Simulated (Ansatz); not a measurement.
# A series in volume per atom on YN

All results are calculated (Ansatz 0.2.0). Periodic Kohn-Sham DFT of a crystal at fixed atoms; pressure and stress are positive in compression; the energy is the free energy less that of spherical unpolarised free atoms; site moments are those in the method's own spheres, positive along +z.

Cell of the first row (space group Fm-3m, No. 225):
```
YN
1.0
      0.0000     2.3887     2.3887
      2.3887     0.0000     2.3887
      2.3887     2.3887     0.0000
Y N
1 1
Direct
  0.00000 0.00000 0.00000
  0.50000 0.50000 0.50000
```

Settings of every row: method all-electron LAPW; functional LDA; relativity scalar; k mesh 9x9x9; filling fermi-dirac; smearing width 0.03 eV; basis error target 0.5 meV/atom; nucleus gaussian.

Atom start moment: 0 on all atoms.

Limits of some rows: small gap, it may come from the mesh (row 2, 4, 5, 6, 7, 8, 9, 10, 11).

```csv
row,volume per atom (Å³),pressure (GPa),energy less free atoms (eV/atom)
1,13.63,5.188,-9.033
2,13.637,5.08,-9.0333
3,13.92,1.086,-9.0386
4,14.065,-0.806,-9.0388
5,14.21,-2.6,-9.0372
6,14.5,-5.914,-9.0295
7,14.645,-7.443,-9.0234
8,14.79,-8.892,-9.016
9,14.935,-10.265,-9.0073
10,15.08,?,?
11,15.37,-13.965,-8.9743
```

Question: what pressure and energy less free atoms should row 10 give?

Worked fit of pressure. Take u = (V_r/V)^(2/3) − 1 with V_r = 14.355 Å³ an atom, which is twice the finite (Eulerian) strain; such expansions in the strain, on which the Birch-Murnaghan equation of state is built, carry the rest volume and the bulk modulus. The shown rows have u = 0.03515, 0.0348, 0.02073, 0.0137, 0.00679, -0.00668, -0.01325, -0.01971, -0.02606, -0.04452. Least squares give pressure = −4.3012 + 245.902 × u + 667.02 × u² + 436 × u³ GPa; a parabola predicts inner rows, each left out in turn, worse (root mean square 0.0069 against 0.0018 GPa). The rows lie off it by 0.003, -0.002, -0.001, 0.000, 0.001, 0.000, 0.000, 0.000, -0.001, 0.000. The pressure vanishes at u = 0.0167, or V = 14 Å³ an atom, and there the bulk modulus at fixed shape and fractions is B = −V dP/dV = (2/3)(1 + u) dP/du = 182 GPa. The withheld row has u = -0.03231, so the fit gives −4.3012 + 245.902 × (-0.03231) + 667.02 × (-0.03231)² + 436 × (-0.03231)³ = -11.565 GPa.

The calculation gave -11.565 GPa. The fit meets it to the printed digit.

Worked fit of energy less free atoms. Take u = (V_r/V)^(2/3) − 1 with V_r = 14.355 Å³ an atom, which is twice the finite (Eulerian) strain; such expansions in the strain, on which the Birch-Murnaghan equation of state is built, carry the rest volume and the bulk modulus. The shown rows have u = 0.03515, 0.0348, 0.02073, 0.0137, 0.00679, -0.00668, -0.01325, -0.01971, -0.02606, -0.04452. Least squares give energy less free atoms = −9.03408 − 0.5764 × u + 17.231 × u² eV/atom; a straight line predicts inner rows, each left out in turn, worse (root mean square 0.0097 against 4.7e-05 eV/atom). The rows lie off it by 0.0001, 0.0000, 0.0000, -0.0001, 0.0000, 0.0000, 0.0000, 0.0000, 0.0001, 0.0000. Its lowest point lies at u = 0.0167, or V = 14 Å³ an atom, and the curvature there gives the bulk modulus at fixed shape and fractions, B = (4/9)(1 + u)² E″(u)/V = 181 GPa. The withheld row has u = -0.03231, so the fit gives −9.03408 − 0.5764 × (-0.03231) + 17.231 × (-0.03231)² = -8.9975 eV/atom.

The calculation gave -8.9975 eV/atom. The fit meets it to the printed digit.
